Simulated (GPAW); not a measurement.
Write a Python script for GPAW 26.7.0 that does the following.

```
Task                      : single point
Functional                : MS2
Potentials or basis       : GPAW PAW data sets (gpaw-data 1.2.1)
Cutoff                    : 600 eV
Basis                     : pw
k mesh                    : 13 × 13 × 13
Occupations               : fermi-dirac, width 0.05 eV
Spin                      : no spin polarisation
Hubbard terms             : Cu d U = 3 eV
U projector left unscaled : no
Maxiter                   : 150
```

The structure of Cu lies in POSCAR:

```
Cu
1.0
    0.0000000000      1.8075000000      1.8075000000
    1.8075000000      0.0000000000      1.8075000000
    1.8075000000      1.8075000000      0.0000000000
Cu
1
Direct
    0.0000000000      0.0000000000      0.0000000000
```

The input as run:

run.py

```python
from ase.io import read
from gpaw import PW
from gpaw.dft import DFT

atoms = read('POSCAR')

dft = DFT(atoms,
          mode=PW(600),
          xc='MGGA_X_MS2+GGA_C_REGTPSS',
          kpts={'size': (13, 13, 13), 'gamma': True},
          occupations={'name': 'fermi-dirac', 'width': 0.05},
          setups={'Cu': ':d,3.0'},
          nbands=14,
          convergence={'density': 1e-05, 'energy': 1e-05},
          maxiter=150,
          txt='gpaw.txt')
print(f'Energy: {dft.calculate_energy():.6f} eV')
print('Forces (eV/A):')
print(dft.calculate_forces().round(4))
print('Stress (eV/A^3):', dft.calculate_stress().round(6))
dft.write_gpw_file('gs.gpw')
```

Potentials or basis: GPAW PAW data sets (gpaw-data 1.2.1), pw.

Launch:

```sh
$ OMP_NUM_THREADS=1 python run.py
```

Results of the run:

- Pressure: -6.0 GPa
- Band gap on the k mesh: none (metal or under the smearing width)

Caveat: with this Cu data set, volumes or pressures lay over 1.5 % or 2 GPa off other programs in two to four cells of ten; the PAW data sets were made with another functional, which shifts forces and pressure a little; U without spin polarisation on a metal has little footing; the U is typed as a test and isn't derived for this compound.

Wall time 37 s on 1 thread of Arm Neoverse V1, on a shared host, peak memory 0.2 GiB.
